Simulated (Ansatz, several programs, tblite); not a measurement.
Energy against volume for an ordered 4-atom cell of CuGaSe2 on the zincblende lattice (P-4m2), at fixed shape and fractional coordinates, computed by several methods (PBE and r2SCAN, where shown, with plane waves in Ansatz); the cell shown is that of r2SCAN. With free coordinates or axes held, a curve is too stiff, and on another method's shape its minimum isn't the method's own volume. It is tetragonal, P-4m2 (No. 115); conventional cell a = 3.931 Å, c = 5.642 Å, 21.79 Å³ an atom. Cu has 4 Se at 2.40 Å; Se has 2 Cu at 2.40 Å and 2 Ga at 2.44 Å; Ga has 4 Se at 2.44 Å. These are computed values for a spin-unpolarised cell that may be hypothetical; none is a measurement. Energies count from each curve's lowest point; fits are third-order Birch-Murnaghan.

```cif
data_structure
_symmetry_space_group_name_H-M 'P 1'
_symmetry_Int_Tables_number 1
_cell_length_a 3.9307
_cell_length_b 3.9307
_cell_length_c 5.6421
_cell_angle_alpha 90.000
_cell_angle_beta 90.000
_cell_angle_gamma 90.000
_cell_volume 87.17
loop_
_atom_site_label
_atom_site_type_symbol
_atom_site_fract_x
_atom_site_fract_y
_atom_site_fract_z
_atom_site_occupancy
Cu1 Cu 0.00000 0.00000 0.00000 1
Se1 Se 0.00000 0.50000 0.24278 1
Ga1 Ga 0.50000 0.50000 0.50000 1
Se2 Se 0.50000 0.00000 0.75722 1
```

GFN1-xTB (tblite), on the shape of the cell shown, as a cluster of 72 atoms at the zone centre:

| V (Å³/atom) | E (meV/atom) |
| --- | --- |
| 19.178 | 160.71 |
| 20.486 | 56.11 |
| 21.793 | 7.72 |
| 23.101 | 0.00 |
| 24.409 | 21.66 |

V₀ = 22.74 Å³ an atom and B₀ = 68 GPa.

PBE, on the shape of its own relaxed cell:
```
V (Å³/atom)  E (meV/atom)
     21.300         17.26
     21.979          4.03
     22.659          0.00
     23.339          3.68
     24.019         13.83
```
V₀ = 22.65 Å³ an atom and B₀ = 60 GPa.

light PBE (260 eV, its own mesh), on the shape of the cell shown:
```csv
V (Å³/atom),E (meV/atom)
20.050,173.04
20.922,120.00
21.793,68.11
22.665,19.21
23.537,15.11
24.409,0.00
```
The lowest point is an end point, so the minimum isn't bracketed.

r2SCAN, on the shape of its own relaxed cell:
```tsv
V (Å³/atom)	E (meV/atom)
20.486	19.41
21.140	4.55
21.793	0.00
22.447	4.10
23.101	15.40
```
V₀ = 21.79 Å³ an atom and B₀ = 70 GPa.

GFN2-xTB (tblite), on the shape of the cell shown, as a cluster of 72 atoms at the zone centre:

| V (Å³/atom) | E (meV/atom) |
| --- | --- |
| 19.178 | 234.36 |
| 20.486 | 120.04 |
| 21.793 | 49.55 |
| 23.101 | 12.36 |
| 24.409 | 0.00 |

The lowest point is an end point, so the minimum isn't bracketed.
